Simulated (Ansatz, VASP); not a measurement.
Two plane-wave programs on Si

File INCAR:

```
SYSTEM = Si
  PREC = Accurate
  ENCUT = 600
  EDIFF = 1E-6
  ISMEAR = 0
  SIGMA = 0.01
  LREAL = .False.
  LASPH = .True.
  NELM = 80
  ALGO = Normal
  ISIF = 3
  LWAVE = .False.
  LCHARG = .False.
  GGA = CA
  IBRION = 2
  NSW = 80
  EDIFFG = -0.001
```

The input KPOINTS:

```
regular mesh
0
Gamma
  12 12 12
  0 0 0
```

Contents of POSCAR:

```
Si
1.0
    0.0000000000      2.7008305081      2.7008305081
    2.7008305081      0.0000000000      2.7008305081
    2.7008305081      2.7008305081      0.0000000000
Si
2
Direct
    0.5000000000      0.5000000000      0.5000000000
    0.7500000000      0.7500000000      0.7500000000
```

Input for Ansatz:

```yaml
crystal:
  lattice:
    - [0.0, 2.7008305081, 2.7008305081]
    - [2.7008305081, 0.0, 2.7008305081]
    - [2.7008305081, 2.7008305081, 0.0]
  atoms:
    - { symbol: Si, position: [0.5, 0.5, 0.5] }
    - { symbol: Si, position: [0.75, 0.75, 0.75] }
basis:
  ecutwfc: 420
kpoints:
  mp_grid: { grid: [12, 12, 12] }
hamiltonian:
  xc: lda
  pseudopotentials: { kind: paw, azcp: { folder: soft_1 } }
scf:
  occupations: { method: fixed }
output:
  forces: true
  stress: true
  eigenvalues: true
relax:
  adjacent_minimum: "off"
  f_tol: 0.001
  max_steps: 60
  cell: { stress_tol: 0.01 }
```

Alike in both runs: task relaxation of cell and atoms; functional LDA; k mesh 12 × 12 × 12; no spin polarisation.

|  | VASP | Ansatz |
| --- | --- | --- |
| version | VASP 6.6.1 | Ansatz 0.2.0 |
| potentials or method | VASP PAW LDA potentials, release 64 (Si) | scalar-relativistic, plane waves, PAW |
| plane-wave cutoff (eV) | 600 | 420 |
| occupations | gaussian, width 0.01 eV | fixed |
| valence electrons in the cell | 8 | 8 |

```tsv
	VASP	Ansatz	Ansatz less VASP
gap on the k mesh at the Fermi level, each at its own relaxed structure (eV)	0.44	0.44	+0.002
relaxed volume (Å³/atom)	19.72	19.70	-0.014
relaxed cell length with the largest relative difference (Å)	3.820	3.820	-0.0009
```

Ansatz warned: «pseudo_functional_mismatch».
